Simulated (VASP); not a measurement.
## Se: relaxation of cell and atoms with LDA

The system is Se.

```
Se
1.0
     1.92500    1.11140    0.88167
    -1.92500    1.11140    0.88167
     0.00000   -2.22280    0.88167
Se
1
Direct
  0.00000 0.00000 0.00000
```

This isn't the form of Se at room conditions, which is trigonal, of chains.

```json
{
 "Program": "VASP 6.6.1",
 "Task": "relaxation of cell and atoms",
 "Functional": "LDA",
 "Potentials or basis": "VASP PAW LDA potentials, release 64 (Se)",
 "Cutoff": "600 eV",
 "k mesh": "15 × 15 × 13",
 "Occupations": "gaussian, width 0.03 eV",
 "Spin": "no spin polarisation",
 "Target pressure": "125 GPa",
 "Further INCAR settings": "ALGO = Normal; EDIFF = 1e-06; IBRION = 2; EDIFFG = -0.01; NSW = 90; ISIF = 3"
}
```

```json
{
  "Relaxed volume": "11.74 Å³/atom",
  "Relaxed cell": "a = 2.454 Å, b = 2.454 Å, c = 2.454 Å, α = 108.57°, β = 108.57°, γ = 108.57°",
  "Space group after relaxing (to 0.05 Å)": "R-3m (No. 166)",
  "Energy change on relaxing (the enthalpy is what falls)": "-375.3 meV/atom",
  "Ionic steps": "11",
  "Pressure after relaxing": "125.1 GPa",
  "Band gap on the k mesh": "none (metal or under the smearing width)"
}
```

Step by step:
```tsv
step	energy change (eV)	largest force (eV/Å)	pressure (GPa)	volume (Å³)
1	0.0000	0.0000	148.73	11.32
2	-1.6831	0.0000	49.53	14.29
3	-0.4464	0.0000	122.68	11.85
4	-0.4082	0.0000	124.91	11.80
5	-0.4006	0.0000	125.36	11.79
6	-0.4002	0.0000	125.30	11.79
7	-0.3992	0.0000	125.12	11.78
8	-0.3975	0.0000	125.11	11.78
9	-0.3939	0.0000	124.75	11.77
10	-0.3772	0.0000	125.03	11.75
11	-0.3753	0.0000	125.09	11.74
```

Final structure:
```cif
data_structure
_symmetry_space_group_name_H-M 'P 1'
_symmetry_Int_Tables_number 1
_cell_length_a 2.4543
_cell_length_b 2.4543
_cell_length_c 2.4543
_cell_angle_alpha 108.571
_cell_angle_beta 108.571
_cell_angle_gamma 108.571
_cell_volume 11.74
loop_
_atom_site_label
_atom_site_type_symbol
_atom_site_fract_x
_atom_site_fract_y
_atom_site_fract_z
_atom_site_occupancy
Se1 Se 0.00000 0.00000 0.00000 1
```

Levels at points of the mesh, in eV from the Fermi level:
```tsv
k point	band 1	band 2	band 3	band 4	band 5	band 6	band 7
(0.00, 0.00, 0.00)	-22.99	6.08	7.23	7.23	13.43	13.43	14.40
```

Wall time 2.7 min on 1 thread of AMD EPYC 9R45 96-Core Processor (Zen 5), on a shared host, peak memory 0.16 GiB.

Caveat: the cell is relaxed towards a set pressure, so the enthalpy falls and the energy may rise.
